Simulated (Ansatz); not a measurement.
# Bismuth, dhcp under RPBE: structure, energy and stiffness, part 2 of 2

Aim: take bismuth in the dhcp structure, relax it, solve it on a dense k-mesh, then scale the cell to 7 volumes from 88 to 112 % of the relaxed one and try a fit of the equation of state. Spin polarisation is left out. The k-meshes are 10×10×3 for the relaxation; 13×13×4 for the dense run; 12×12×3 for the volumes.

Ansatz 0.2.0; DFT, RPBE, plane waves (420 eV) with PAW, scalar-relativistic. Earlier steps stand in the parts before.

### 6 Volume × 0.96

input.yaml

```yaml
crystal:
  lattice:
    - [3.5076701399, 0.0, 0.0]
    - [-1.75383507, 3.0377314493, 0.0]
    - [0.0, 0.0, 11.7498808673]
  atoms:
    - { symbol: Bi, position: [0.0, 1.0, 0.0] }
    - { symbol: Bi, position: [0.0, 1.0, 0.5] }
    - { symbol: Bi, position: [0.3333333333, 0.6666666667, 0.25] }
    - { symbol: Bi, position: [0.6666666667, 0.3333333333, 0.75] }
hamiltonian:
  xc: rpbe
  pseudopotentials:
    kind: paw
    azcp:
      Bi: "pseudopotentials/Bi.paw.azcp"
basis:
  ecutwfc: 420
  fft_grid_basis: typed
kpoints:
  mp_grid: { grid: [12, 12, 3], shift: [0, 0, 0] }
magnetization:
  spin_polarized: false
scf:
  occupations: { method: fermi_dirac, width: 0.1 }
  lower_state_search: "off"
output:
  stress: true
  write_density: true
  write_potential: true
  elf: true
  volumetric_format: npy
```

Log, cut to the lines that bear on the results:

```text
Warning: RAYON_NUM_THREADS=2 ignored (pool sized by the plan → 2); use --threads N
[...]
Pseudopotentials: kind: paw
Pseudopotential: Bi, paw, valence charge 15, recommended cutoff 420 eV (normal), <dir>
Functional definition: RPBE
[...]
Crystal: 4 atoms, lattice volume = 125.199 Å³
Basis set: ecut = 420 eV, 2445 PW (Γ)
Bands: 36, of which v1, the nominal top of the filled ones, is band 30 counted from 1 (29 counted from 0)
Symmetry: 24 space group operations
Space group: P63/mmc (ITA 194), of the structure as read, at distance tolerance 5.0e-5 Å
k-points: 38 of 432
[...]
SCF iter   1: F=—  HF=-49647.798310 eV  |F-HF|=—  |Δ(HF+E_count)|=         —  Δρ=2.24e-3  dr2=4.47e-3  ethr=1.77e-3  ⟨swp⟩=6.9  Hψ=6004  notcnv=0
[...]
SCF iter   6: F=-49647.796988 eV  HF=-49647.796988 eV  |F-HF|=6.55e-10  |Δ(HF+E_count)|=   1.30e-7  Δρ=5.73e-6  dr2=3.40e-8  ethr=1.67e-10  ⟨swp⟩=10.3  Hψ=9755  notcnv=0
[...]
SCF converged after 6 iterations
Free energy (F): -49647.796988 eV
[...]
E sigma→0 (E₀):  -49647.754910 eV
Entropy (-TS):   -0.084155 eV (-21.039 meV/atom)
Fermi energy:    11.852776 eV
[...]
--- Stress (GPa, compression-positive) ---
        2.024840       0.000000       0.000000
        0.000000       2.024840       0.000000
        0.000000       0.000000       2.050484
  P = ⅓ Tr σ = 2.0334 GPa (20.334 kbar)
--- Band table (eV; the first three rows and the last of 38) ---
[...]
```

It took 5 s on 2 threads of an Arm CPU, shared host; peak memory 0.43 GiB.

### 7 Volume × 1.0

Edit input.yaml of step 6 so:

```diff
@@ -2,5 +2,5 @@
   lattice:
-    - [3.5076701399, 0.0, 0.0]
-    - [-1.75383507, 3.0377314493, 0.0]
-    - [0.0, 0.0, 11.7498808673]
+    - [3.5557263875, 0.0, 0.0]
+    - [-1.7778631938, 3.0793493805, 0.0]
+    - [0.0, 0.0, 11.9108581431]
   atoms:
```

Log, cut to the lines that bear on the results:

```text
Warning: RAYON_NUM_THREADS=2 ignored (pool sized by the plan → 2); use --threads N
[...]
Pseudopotentials: kind: paw
Pseudopotential: Bi, paw, valence charge 15, recommended cutoff 420 eV (normal), <dir>
Functional definition: RPBE
[...]
Crystal: 4 atoms, lattice volume = 130.416 Å³
Basis set: ecut = 420 eV, 2541 PW (Γ)
Bands: 36, of which v1, the nominal top of the filled ones, is band 30 counted from 1 (29 counted from 0)
Symmetry: 24 space group operations
Space group: P63/mmc (ITA 194), of the structure as read, at distance tolerance 5.1e-5 Å
k-points: 38 of 432
[...]
SCF iter   1: F=—  HF=-49647.828763 eV  |F-HF|=—  |Δ(HF+E_count)|=         —  Δρ=2.23e-3  dr2=4.79e-3  ethr=1.77e-3  ⟨swp⟩=7.0  Hψ=6032  notcnv=0
[...]
SCF iter   6: F=-49647.827436 eV  HF=-49647.827436 eV  |F-HF|=4.37e-10  |Δ(HF+E_count)|=   1.25e-7  Δρ=5.58e-6  dr2=3.23e-8  ethr=1.67e-10  ⟨swp⟩=10.3  Hψ=9803  notcnv=0
[...]
SCF converged after 6 iterations
Free energy (F): -49647.827436 eV
[...]
E sigma→0 (E₀):  -49647.783770 eV
Entropy (-TS):   -0.087332 eV (-21.833 meV/atom)
Fermi energy:    11.205631 eV
[...]
--- Stress (GPa, compression-positive) ---
       -0.143789       0.000000      -0.000000
        0.000000      -0.143789      -0.000000
       -0.000000      -0.000000       0.036959
  P = ⅓ Tr σ = -0.0835 GPa (-0.835 kbar)
--- Band table (eV; the first three rows and the last of 38) ---
[...]
```

Wall time 5.2 s (2 threads of an Arm CPU, shared host); peak memory 0.43 GiB.

### 8 Volume × 1.04

Edit input.yaml of step 7 so:

```diff
@@ -2,5 +2,5 @@
   lattice:
-    - [3.5557263875, 0.0, 0.0]
-    - [-1.7778631938, 3.0793493805, 0.0]
-    - [0.0, 0.0, 11.9108581431]
+    - [3.6025176269, 0.0, 0.0]
+    - [-1.8012588135, 3.1198717825, 0.0]
+    - [0.0, 0.0, 12.0675979353]
   atoms:
@@ -28,5 +28 @@
   stress: true
-  write_density: true
-  write_potential: true
-  elf: true
-  volumetric_format: npy
```

Log, cut to the lines that bear on the results:

```text
Warning: RAYON_NUM_THREADS=2 ignored (pool sized by the plan → 2); use --threads N
[...]
Pseudopotentials: kind: paw
Pseudopotential: Bi, paw, valence charge 15, recommended cutoff 420 eV (normal), <dir>
Functional definition: RPBE
[...]
Crystal: 4 atoms, lattice volume = 135.632 Å³
Basis set: ecut = 420 eV, 2621 PW (Γ)
Bands: 35, of which v1, the nominal top of the filled ones, is band 30 counted from 1 (29 counted from 0)
Symmetry: 24 space group operations
Space group: P63/mmc (ITA 194), of the structure as read, at distance tolerance 5.1e-5 Å
k-points: 38 of 432
[...]
SCF iter   1: F=—  HF=-49647.797487 eV  |F-HF|=—  |Δ(HF+E_count)|=         —  Δρ=2.28e-3  dr2=5.52e-3  ethr=1.77e-3  ⟨swp⟩=10.6  Hψ=13724  notcnv=0  defer=3
[...]
SCF iter   6: F=-49647.796229 eV  HF=-49647.796229 eV  |F-HF|=6.77e-10  |Δ(HF+E_count)|=   1.53e-7  Δρ=5.43e-6  dr2=3.08e-8  ethr=1.67e-10  ⟨swp⟩=5.0  Hψ=4650  notcnv=0
[...]
SCF converged after 6 iterations
Free energy (F): -49647.796229 eV
[...]
E sigma→0 (E₀):  -49647.750876 eV
Entropy (-TS):   -0.090706 eV (-22.676 meV/atom)
Fermi energy:    10.607374 eV
[...]
--- Stress (GPa, compression-positive) ---
       -1.874447      -0.000000       0.000000
       -0.000000      -1.874447       0.000000
        0.000000       0.000000      -1.565732
  P = ⅓ Tr σ = -1.7715 GPa (-17.715 kbar)
```

Run time: 5.6 s. Hardware: 2 threads of an Arm CPU, shared host; peak memory 0.45 GiB.

### 9 Volume × 1.08

Edit input.yaml of step 8 so:

```diff
@@ -2,5 +2,5 @@
   lattice:
-    - [3.6025176269, 0.0, 0.0]
-    - [-1.8012588135, 3.1198717825, 0.0]
-    - [0.0, 0.0, 12.0675979353]
+    - [3.6481239573, 0.0, 0.0]
+    - [-1.8240619787, 3.1593680232, 0.0]
+    - [0.0, 0.0, 12.2203685574]
   atoms:
@@ -28 +28,5 @@
   stress: true
+  write_density: true
+  write_potential: true
+  elf: true
+  volumetric_format: npy
```

Log, cut to the lines that bear on the results:

```text
Warning: RAYON_NUM_THREADS=2 ignored (pool sized by the plan → 2); use --threads N
[...]
Pseudopotentials: kind: paw
Pseudopotential: Bi, paw, valence charge 15, recommended cutoff 420 eV (normal), <dir>
Functional definition: RPBE
[...]
Crystal: 4 atoms, lattice volume = 140.849 Å³
Basis set: ecut = 420 eV, 2705 PW (Γ)
Bands: 36, of which v1, the nominal top of the filled ones, is band 30 counted from 1 (29 counted from 0)
Symmetry: 24 space group operations
Space group: P63/mmc (ITA 194), of the structure as read, at distance tolerance 5.2e-5 Å
k-points: 38 of 432
[...]
SCF iter   1: F=—  HF=-49647.717161 eV  |F-HF|=—  |Δ(HF+E_count)|=         —  Δρ=2.27e-3  dr2=5.94e-3  ethr=1.77e-3  ⟨swp⟩=7.0  Hψ=5962  notcnv=0
[...]
SCF iter   6: F=-49647.715877 eV  HF=-49647.715877 eV  |F-HF|=4.16e-9  |Δ(HF+E_count)|=   1.14e-7  Δρ=6.39e-6  dr2=4.11e-8  ethr=1.67e-10  ⟨swp⟩=10.7  Hψ=9962  notcnv=0
[...]
SCF converged after 6 iterations
Free energy (F): -49647.715877 eV
[...]
E sigma→0 (E₀):  -49647.668653 eV
Entropy (-TS):   -0.094449 eV (-23.612 meV/atom)
Fermi energy:    10.052027 eV
[...]
--- Stress (GPa, compression-positive) ---
       -3.250806      -0.000000       0.000000
        0.000000      -3.250806       0.000000
        0.000000       0.000000      -2.838448
  P = ⅓ Tr σ = -3.1134 GPa (-31.134 kbar)
--- Band table (eV; the first three rows and the last of 38) ---
[...]
```

It took 7.2 s on 2 threads of an Arm CPU, shared host; peak memory 0.45 GiB.

### 10 Volume × 1.12

Edit input.yaml of step 9 so:

```diff
@@ -2,5 +2,5 @@
   lattice:
-    - [3.6481239573, 0.0, 0.0]
-    - [-1.8240619787, 3.1593680232, 0.0]
-    - [0.0, 0.0, 12.2203685574]
+    - [3.692617659, 0.0, 0.0]
+    - [-1.8463088295, 3.1979006991, 0.0]
+    - [0.0, 0.0, 12.3694121312]
   atoms:
@@ -28,5 +28 @@
   stress: true
-  write_density: true
-  write_potential: true
-  elf: true
-  volumetric_format: npy
```

Log, cut to the lines that bear on the results:

```text
Warning: RAYON_NUM_THREADS=2 ignored (pool sized by the plan → 2); use --threads N
[...]
Pseudopotentials: kind: paw
Pseudopotential: Bi, paw, valence charge 15, recommended cutoff 420 eV (normal), <dir>
Functional definition: RPBE
[...]
Crystal: 4 atoms, lattice volume = 146.066 Å³
Basis set: ecut = 420 eV, 2837 PW (Γ)
Bands: 35, of which v1, the nominal top of the filled ones, is band 30 counted from 1 (29 counted from 0)
Symmetry: 24 space group operations
Space group: P63/mmc (ITA 194), of the structure as read, at distance tolerance 5.3e-5 Å
k-points: 38 of 432
[...]
SCF iter   1: F=—  HF=-49647.597355 eV  |F-HF|=—  |Δ(HF+E_count)|=         —  Δρ=2.29e-3  dr2=6.64e-3  ethr=1.77e-3  ⟨swp⟩=10.7  Hψ=13752  notcnv=0  defer=1
[...]
SCF iter   6: F=-49647.596553 eV  HF=-49647.596553 eV  |F-HF|=1.58e-9  |Δ(HF+E_count)|=   1.16e-7  Δρ=6.10e-6  dr2=3.98e-8  ethr=1.67e-10  ⟨swp⟩=5.0  Hψ=4760  notcnv=0
[...]
SCF converged after 6 iterations
Free energy (F): -49647.596553 eV
[...]
E sigma→0 (E₀):  -49647.547306 eV
Entropy (-TS):   -0.098495 eV (-24.624 meV/atom)
Fermi energy:    9.534693 eV
[...]
--- Stress (GPa, compression-positive) ---
       -4.340177       0.000000       0.000000
        0.000000      -4.340177       0.000000
        0.000000       0.000000      -3.845300
  P = ⅓ Tr σ = -4.1752 GPa (-41.752 kbar)
```

Wall time 6.2 s (2 threads of an Arm CPU, shared host); peak memory 0.46 GiB.

### 11 The equation of state

All volumes keep the relaxed shape and fractional coordinates.

```
V (Å³/atom)  E − E₀ (meV/atom)  P from the stress (GPa)  P from the fit (GPa)
     28.691               84.3                     8.03                  7.95
     29.996               33.7                     4.69                  4.62
     31.300                7.2                     2.03                  1.98
     32.604                0.0                    -0.08                 -0.13
     33.908                8.2                    -1.77                 -1.82
     35.212               28.8                    -3.11                 -3.17
     36.516               59.1                    -4.18                 -4.25
```

A third-order Birch-Murnaghan fit gives V₀ = 32.513 Å³/atom, B₀ = 48 GPa and B₀′ = 4.6; it misses no point by more than 0.03 meV/atom.

Fit and stress differ a little: one follows E(σ → 0), the other the smeared free energy.

### 12 What came out

The summary covers parts 1 to 2.

| quantity | value |
| --- | --- |
| space group (spins left aside) | P6_3/mmc (No. 194) |
| conventional cell | a = 3.556 Å, c = 11.911 Å (c/a = 3.350) |
| volume | 32.604 Å³/atom |
| shortest distance | 3.556 Å |
| gap on the mesh | none (levels filled in part) |
| relative to A7 rhombohedral | +182 meV/atom |
| V₀, B₀, B₀′ | 32.513 Å³/atom, 48 GPa, 4.6 |

In words: The relaxation enlarged the cell by 2.4 % in volume. Against the reference form of bismuth (A7 rhombohedral, computed apart with the same settings) it stands 182 meV/atom higher. Levels at the Fermi energy are filled in part, as in a metal. The fitted modulus is 48 GPa; letting shape and positions relax at each volume could only lower it. The symmetry was held, so the structure may be unstable against distortions that break it.
